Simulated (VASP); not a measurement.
# SnSe in VASP: notebook

Runs on SnSe. Level: rev-vdW-DF2. Tasks: single point, relaxation of the atoms.

Program: VASP 6.6.1. These are calculated values, not measurements. Logs are shortened: lines on timing, memory, paths and dates and some standing lists are left out, and cuts for length are marked.

## (1) The slab as given

The cell holds a slab with vacuum, 12 atoms: a = 4.200 Å, b = 4.451 Å, c = 29.682 Å, α = 90.00°, β = 90.00°, γ = 90.00°.

## (2) Single point, rev-vdW-DF2

Input file INCAR:

```
PREC = Accurate
ENCUT = 520
EDIFF = 1E-6
ISMEAR = 0
SIGMA = 0.03
LREAL = F
LASPH = T
NELM = 80
ALGO = Fast
ISIF = 2
LWAVE = F
LCHARG = F
LDIPOL = T
IDIPOL = 3
DIPOL = 0.5 0.5 0.500
GGA = MK
LUSE_VDW = T
AGGAC = 0.0
PARAM1 = 0.1234
PARAM2 = 0.711357
ZAB_VDW = -1.8867
LVHAR = T
LVACPOTAV = T
ICORELEVEL = 1
KPAR = 4
```

Input file KPOINTS:

```
regular mesh
0
Gamma
  6 6 1
```

Input file POSCAR:

```
SnSe
1.0
    4.2001910000      0.0000000000      0.0000000000
    0.0000000000      4.4511260000      0.0000000000
    0.0000000000      0.0000000000     29.6820097700
Sn Se
6 6
Direct
    0.7500000000      0.8985750000      0.2526783100
    0.2500000000      0.3985750000      0.3549717800
    0.7500000000      0.6014250000      0.4488532700
    0.2500000000      0.1014250000      0.5511467300
    0.7500000000      0.8985750000      0.6450282200
    0.2500000000      0.3985750000      0.7473216900
    0.2500000000      0.4766460000      0.2620801900
    0.7500000000      0.9766460000      0.3455699000
    0.2500000000      0.0233540000      0.4582551500
    0.7500000000      0.5233540000      0.5417448500
    0.2500000000      0.4766460000      0.6544301000
    0.7500000000      0.9766460000      0.7379198100
```

Potentials or basis: VASP PAW PBE potentials, release 64 (Sn_d, Se).

Launch:

```bash
> cat potpaw_PBE.64/Sn_d/POTCAR potpaw_PBE.64/Se/POTCAR > POTCAR
> mpirun -np 4 vasp_std > vasp.out
```

OUTCAR:

```text
PREC = Accurate
   ENCUT = 520
   EDIFF = 1E-6
   ISMEAR = 0
   LREAL = F
   LASPH = T
   NELM = 80
   ISIF = 2
   GGA = MK

 ion  position               nearest neighbor table
   1  0.750  0.899  0.253-   8 2.78   7 2.83   7 2.83
   2  0.250  0.399  0.355-   7 2.78   8 2.83   8 2.83   3 3.60   3 3.60
   3  0.750  0.601  0.449-  10 2.78   9 2.83   9 2.83   2 3.60   2 3.60
   4  0.250  0.101  0.551-   9 2.78  10 2.83  10 2.83   5 3.60   5 3.60
   5  0.750  0.899  0.645-  12 2.78  11 2.83  11 2.83   4 3.60   4 3.60
   6  0.250  0.399  0.747-  11 2.78  12 2.83  12 2.83
   7  0.250  0.477  0.262-   2 2.78   1 2.83   1 2.83
   8  0.750  0.977  0.346-   1 2.78   2 2.83   2 2.83
   9  0.250  0.023  0.458-   4 2.78   3 2.83   3 2.83
  10  0.750  0.523  0.542-   3 2.78   4 2.83   4 2.83
  11  0.250  0.477  0.654-   6 2.78   5 2.83   5 2.83
  12  0.750  0.977  0.738-   5 2.78   6 2.83   6 2.83

  LATTYP: Found a simple orthorhombic cell.
 ALAT       =     4.2001910000
 B/A-ratio  =     1.0597437117
 C/A-ratio  =     7.0668238111

  Lattice vectors:

 A1 = (   4.2001910000,   0.0000000000,   0.0000000000)
 A2 = (   0.0000000000,   4.4511260000,   0.0000000000)
 A3 = (   0.0000000000,   0.0000000000,  29.6820097700)

Analysis of symmetry for initial positions (statically):
=====================================================================
 Subroutine PRICEL returns:
 Original cell was already a primitive cell.

 Routine SETGRP: Setting up the symmetry group for a
 simple orthorhombic supercell.

 Subroutine GETGRP returns: Found  4 space group operations
 (whereof  1 operations were pure point group operations)
 out of a pool of  8 trial point group operations.

The static configuration has the point symmetry C_1 .
 The point group associated with its full space group is C_2v.

Analysis of symmetry for dynamics (positions and initial velocities):
=====================================================================
 Subroutine PRICEL returns:
 Original cell was already a primitive cell.

 Routine SETGRP: Setting up the symmetry group for a
 simple orthorhombic supercell.

 Subroutine GETGRP returns: Found  4 space group operations
 (whereof  1 operations were pure point group operations)
 out of a pool of  8 trial point group operations.

The dynamic configuration has the point symmetry C_1 .
 The point group associated with its full space group is C_2v.

 Subroutine INISYM returns: Found  4 space group operations
 (whereof  1 operations are pure point group operations),
 and found     1 'primitive' translations

----------------------------------------------------------------------------------------

                                     Primitive cell

  volume of cell :     554.9224

  direct lattice vectors                    reciprocal lattice vectors
     4.200191000  0.000000000  0.000000000     0.238084411  0.000000000  0.000000000
     0.000000000  4.451126000  0.000000000     0.000000000  0.224662254  0.000000000
     0.000000000  0.000000000 29.682009770     0.000000000  0.000000000  0.033690441

  length of vectors
     4.200191000  4.451126000 29.682009770     0.238084411  0.224662254  0.033690441

  position of ions in fractional coordinates (direct lattice)
     0.750000000  0.898575000  0.252678310
     0.250000000  0.398575000  0.354971780
     0.750000000  0.601425000  0.448853270
     0.250000000  0.101425000  0.551146730
     0.750000000  0.898575000  0.645028220
     0.250000000  0.398575000  0.747321690
     0.250000000  0.476646000  0.262080190
     0.750000000  0.976646000  0.345569900
     0.250000000  0.023354000  0.458255150
     0.750000000  0.523354000  0.541744850
     0.250000000  0.476646000  0.654430100
     0.750000000  0.976646000  0.737919810

  ion indices of the primitive-cell ions
   primitive index   ion index
                 1           1
                 2           2
                 3           3
                 4           4
                 5           5
                 6           6
                 7           7
                 8           8
[... 59 lines left out ...]
   ISTART =      0    job   : 0-new  1-cont  2-samecut
   ICHARG =      2    charge: 1-file 2-atom 10-const
   ISPIN  =      1    spin polarized calculation?
   LNONCOLLINEAR =      F non collinear calculations
   LSORBIT =      F    spin-orbit coupling
   LASPH  =      T    aspherical Exc in radial PAW
   ENCUT  =  520.0 eV  38.22 Ry    6.18 a.u.   7.81  8.28 55.19*2*pi/ulx,y,z
   NELM   =     80;   NELMIN=  2; NELMDL= -5     # of ELM steps
   EDIFF  = 0.1E-05   stopping-criterion for ELM
   LREAL  =      F    real-space projection
   EDIFFG = 0.1E-04   stopping-criterion for IOM
   NSW    =      0    number of steps for IOM
   IBRION =     -1    ionic relax: 0-MD 1-quasi-New 2-CG
   NFREE  =      0    steps in history (QN), initial steepest desc. (CG)
   ISIF   =      2    stress and relaxation
   ISYM   =      2    0-nonsym 1-usesym 2-fastsym
   POTIM  = 0.5000    time-step for ionic-motion
   TEBEG  =    0.0;   TEEND  =   0.0 temperature during run
   PSTRESS=    0.0 pullay stress
   NELECT =     120.0000    total number of electrons
   NUPDOWN=      -1.0000    fix difference up-down
   EMIN   =  10.00;   EMAX   =-10.00  energy-range for DOS
   EFERMI =   0.00;   METHOD = LEGACY
   ISMEAR =     0;   SIGMA  =   0.03  broadening in eV -4-tet -1-fermi 0-gaus
   EFERMI_NEDOS =   21; number of points for ismear=-14 and -15
   IALGO  =     68    algorithm
   IMIX   =      4    mixing-type and parameters
     AMIX     =   0.40;   BMIX     =  1.00
     AMIX_MAG =   1.60;   BMIX_MAG =  1.00
  volume/ion in A,a.u.               =      46.24       312.07
  Fermi-wavevector in a.u.,A,eV,Ry     =   0.982633  1.856906 13.137334  0.965567
  Thomas-Fermi vector in A             =   2.113730
   LORBIT       =      0    0 simple, 1 ext, 2 COOP (PROOUT), +10 PAW based schemes
   GGA     = MK    functional components
   LHFCALC =     F    Hartree Fock is set to
   AEXX    =    0.0000 exact exchange contribution
   IVDW_NL    =     1    kernel type
   BPARAM     = 6.3000
   IVDW    =     0    specifies the selected vdW correction
   LEPSILON=     F    determine dielectric tensor
   LRPA    =     F    only Hartree local field effects (RPA)
 non-spin polarized calculation
 RMM-DIIS sequential band-by-band and
 Gauss-broadening in eV      SIGMA  =   0.03
  energy-cutoff  :      520.00
  volume of cell :      554.92
 maximum number of plane-waves:     14972
 NGX is ok and might be reduce to    32
   NGX = 15   NGY = 17   NGZ =111

 dipolmoment           0.000000      0.000000     -0.000000 electrons x Angstroem

 number of electron     119.9999998 magnetization

 dipolmoment           0.000000      0.000000      0.000000 electrons x Angstroem

 Free energy of the ion-electron system (eV)
  ---------------------------------------------------
  ext. energy  EPLUGINS =         0.00000000
  ---------------------------------------------------
  free energy    TOTEN  =       -23.69323297 eV

  energy without entropy =      -23.69323297  energy(sigma->0) =      -23.69323297

 the core state eigenenergies are
   1-  1s -29001.2779  2s  -4372.7497  2p  -3924.3748  3s   -838.9510  3p   -692.4991
       3d   -467.2142  4s   -127.8254  4p    -83.6012
   2-  1s -29001.2662  2s  -4372.7372  2p  -3924.3621  3s   -838.9409  3p   -692.4890
       3d   -467.2038  4s   -127.8190  4p    -83.5952
   3-  1s -29001.3018  2s  -4372.7723  2p  -3924.3973  3s   -838.9759  3p   -692.5239
       3d   -467.2387  4s   -127.8536  4p    -83.6297
   4-  1s -29001.3018  2s  -4372.7723  2p  -3924.3973  3s   -838.9759  3p   -692.5239
       3d   -467.2387  4s   -127.8536  4p    -83.6297
   5-  1s -29001.2662  2s  -4372.7372  2p  -3924.3621  3s   -838.9409  3p   -692.4890
       3d   -467.2038  4s   -127.8190  4p    -83.5952
   6-  1s -29001.2779  2s  -4372.7497  2p  -3924.3748  3s   -838.9510  3p   -692.4991
       3d   -467.2142  4s   -127.8254  4p    -83.6012
   7-  1s -12495.6681  2s  -1599.1997  2p  -1405.5463  3s   -205.8969  3p   -145.3690
       3d    -45.5579
   8-  1s -12495.7839  2s  -1599.3129  2p  -1405.6598  3s   -206.0097  3p   -145.4818
       3d    -45.6703
   9-  1s -12495.7871  2s  -1599.3168  2p  -1405.6635  3s   -206.0145  3p   -145.4867
       3d    -45.6753
  10-  1s -12495.7871  2s  -1599.3168  2p  -1405.6635  3s   -206.0145  3p   -145.4867
       3d    -45.6753
  11-  1s -12495.7839  2s  -1599.3129  2p  -1405.6598  3s   -206.0097  3p   -145.4818
       3d    -45.6703
  12-  1s -12495.6681  2s  -1599.1997  2p  -1405.5463  3s   -205.8969  3p   -145.3690
       3d    -45.5579

 E-fermi :   1.2290     XC(G=0):  -6.3151

 val. band max:        1.0418319571   @ k =   0.0000   0.3333   0.0000
 cond. band min:       1.8997248369   @ k =   0.3333   0.0000   0.0000
 fundamental gap:      0.8578928798
 Fermi energy:         1.2290248071

 k-point     1 :       0.0000    0.0000    0.0000
  band No.  band energies     occupation
      1     -20.1330      2.00000
      2     -20.1234      2.00000
      3     -20.1208      2.00000
      4     -20.1176      2.00000
      5     -20.1133      2.00000
      6     -20.1041      2.00000
[... 1189 lines left out ...]
     71       5.9274      0.00000
     72       5.9372      0.00000

------------------------ aborting loop because EDIFF is reached ----------------------------------------

  FORCE on cell =-STRESS in cart. coord.  units (eV):
  Direction    XX          YY          ZZ          XY          YZ          ZX
  --------------------------------------------------------------------------------------
  -------------------------------------------------------------------------------------
  Total        0.0415490     -0.0567258     -1.1632329      0.0000000      0.0000000      0.0000000
  in kB        0.1199606     -0.1637792     -3.3584975      0.0000000      0.0000000      0.0000000
  external PRESSURE =      -1.1341054 kB  Pullay stress =       0.0000000 kB

 VOLUME and BASIS-vectors are now :
 -----------------------------------------------------------------------------
  energy-cutoff  :      520.00
  volume of cell :      554.92
      direct lattice vectors                 reciprocal lattice vectors
     4.200191000  0.000000000  0.000000000     0.238084411  0.000000000  0.000000000
     0.000000000  4.451126000  0.000000000     0.000000000  0.224662254  0.000000000
     0.000000000  0.000000000 29.682009770     0.000000000  0.000000000  0.033690441

 POSITION                                       TOTAL-FORCE (eV/Angst)
 -----------------------------------------------------------------------------------
      3.15014      3.99967      7.50000        -0.000000      0.062974      0.182058
      1.05005      1.77411     10.53628        -0.000000      0.018455     -0.066020
      3.15014      2.67702     13.32287         0.000000      0.011334      0.004819
      1.05005      0.45146     16.35914         0.000000      0.011334     -0.004819
      3.15014      3.99967     19.14573        -0.000000      0.018455      0.066020
      1.05005      1.77411     22.18201         0.000000      0.062974     -0.182058
      1.05005      2.12161      7.77907        -0.000000     -0.054158     -0.002318
      3.15014      4.34717     10.25721        -0.000000     -0.024892     -0.111817
      1.05005      0.10395     13.60193        -0.000000     -0.013713     -0.002511
      3.15014      2.32951     16.08008        -0.000000     -0.013713      0.002511
      1.05005      2.12161     19.42480        -0.000000     -0.024892      0.111817
      3.15014      4.34717     21.90294        -0.000000     -0.054158      0.002318
 -----------------------------------------------------------------------------------
    total drift:                                0.000000      0.000436     -0.000005

  FREE ENERGIE OF THE ION-ELECTRON SYSTEM (eV)
  ---------------------------------------------------
  free  energy   TOTEN  =       -23.6932329716 eV

  energy  without entropy=      -23.6932329716  energy(sigma->0) =      -23.69323297

Total vdW correction in eV:     20.0354986

 vacuum level on the upper side and lower side of the slab         5.659         5.659
```

Run time: 16 min. Hardware: 4 MPI ranks of Intel Xeon 6975P-C (Granite Rapids), shared host; peak memory 2 GiB.

What came out:

| Item | Value |
| --- | --- |
| Free energy | -23.6932 eV |
| Largest force | 0.193 eV/Å |
| Band gap on the k mesh | 0.86 eV, indirect (least direct gap 1.04 eV) |
| Ionisation potential of the upper face | 4.62 eV |

Forces in eV/Å, atoms in the order of the input:
```
Sn   0.000  0.063  0.182
Sn   0.000  0.018 -0.066
Sn   0.000  0.011  0.005
Sn   0.000  0.011 -0.005
Sn   0.000  0.018  0.066
Sn   0.000  0.063 -0.182
Se   0.000 -0.054 -0.002
Se   0.000 -0.025 -0.112
Se   0.000 -0.014 -0.003
Se   0.000 -0.014  0.003
Se   0.000 -0.025  0.112
Se   0.000 -0.054  0.002
```

Levels at points of the mesh, in eV from the valence-band top:
```csv
k point,band 56,band 57,band 58,band 59,band 60,band 61,band 62,band 63,band 64,band 65
"(0.00, 0.00, 0.00)",-1.56,-1.47,-0.48,-0.30,-0.29,0.93,1.84,2.94,2.95,3.08
"(0.50, 0.00, 0.00)",-0.92,-0.73,-0.73,-0.53,-0.53,1.27,1.27,1.49,1.49,1.51
"(0.00, 0.50, 0.00)",-0.53,-0.27,-0.27,-0.12,-0.12,1.30,1.30,1.57,1.57,1.74
"(0.50, 0.50, 0.00)",-1.89,-1.46,-1.46,-1.27,-1.27,2.69,2.69,2.78,2.78,3.05
```

Core levels (eV, on the scale of the bands):
| atom | levels |
| --- | --- |
| 1 Sn | 1s -29001.3, 2s -4372.7, 2p -3924.4, 3s -839.0, 3p -692.5, 3d -467.2, 4s -127.8, 4p -83.6 |
| 2 Sn | 1s -29001.3, 2s -4372.7, 2p -3924.4, 3s -838.9, 3p -692.5, 3d -467.2, 4s -127.8, 4p -83.6 |
| 3 Sn | 1s -29001.3, 2s -4372.8, 2p -3924.4, 3s -839.0, 3p -692.5, 3d -467.2, 4s -127.9, 4p -83.6 |
| 4 Sn | 1s -29001.3, 2s -4372.8, 2p -3924.4, 3s -839.0, 3p -692.5, 3d -467.2, 4s -127.9, 4p -83.6 |
| 5 Sn | 1s -29001.3, 2s -4372.7, 2p -3924.4, 3s -838.9, 3p -692.5, 3d -467.2, 4s -127.8, 4p -83.6 |
| 6 Sn | 1s -29001.3, 2s -4372.7, 2p -3924.4, 3s -839.0, 3p -692.5, 3d -467.2, 4s -127.8, 4p -83.6 |

Caveat: the PAW data sets were made with another functional, which shifts forces and pressure a little; spin-orbit coupling is left out, which moves the levels of the heavy elements.

(Part 1 of 2 ends here.)
